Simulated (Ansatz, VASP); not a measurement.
# One calculation of W, two programs

The input INCAR:

```
PREC     = Accurate       # precision mode
ENCUT    = 520            # plane-wave cutoff, eV
EDIFF    = 1E-6           # SCF threshold, eV
ISMEAR   = 0              # smearing method
SIGMA    = 0.02           # smearing width, eV
LREAL    = F              # projectors in reciprocal space
LASPH    = T              # aspherical terms in the spheres
NELM     = 100            # most SCF steps
ALGO     = Normal         # electronic algorithm
ISIF     = 2              # what is computed and relaxed
LWAVE    = F              # write WAVECAR
LCHARG   = T              # write CHGCAR
GGA      = PE             # functional
LELF     = T              # ELF
LVHAR    = T            
NBANDS   = 13             # bands
```

The input KPOINTS:

```
regular mesh
0
Gamma
  12 12 12
```

POSCAR

```
W
1.0
   -1.5823450000      1.5823450000      1.5823450000
    1.5823450000     -1.5823450000      1.5823450000
    1.5823450000      1.5823450000     -1.5823450000
W
1
Direct
    0.0000000000      0.0000000000      0.0000000000
```

The input input.yaml:

```yaml
crystal:
  lattice:
    - [-1.582345, 1.582345, 1.582345]
    - [1.582345, -1.582345, 1.582345]
    - [1.582345, 1.582345, -1.582345]
  atoms:
    - { symbol: W, position: [0.0, 0.0, 0.0] }
kpoints:
  mp_grid: { grid: [12, 12, 12] }
scf:
  occupations: { method: gaussian, width: 0.02 }
hamiltonian:
  xc: pbe
  pseudopotentials: { kind: all_electron, lapw: { basis_error: 0.001 } }
output:
  forces: true
  stress: true
  eigenvalues: true
```

Alike in both runs: task single point; functional PBE; k mesh 12 × 12 × 12; occupations gaussian, width 0.02 eV; no spin polarisation.

```csv
,VASP,Ansatz
version,VASP 6.6.1,Ansatz 0.2.0
potentials or method,"VASP PAW PBE potentials, release 64 (W_sv)","all-electron LAPW, scalar-relativistic"
plane-wave cutoff (eV),520,see its input
```

VASP gave:

| Item | Value |
| --- | --- |
| gap on the k mesh at the Fermi level (eV) | none |
| pressure (GPa) | 6.7 |

Question: Which values does Ansatz return?

Answer: gap on the k mesh at the Fermi level (eV): none; pressure (GPa): 6.1.

A gap of «none» marks a metal or a gap that the smearing closes. Ansatz ran all-electron here, so the differences hold the error of VASP's frozen core and of both bases.

The runs have no spin-orbit coupling, so splittings on W are missing.
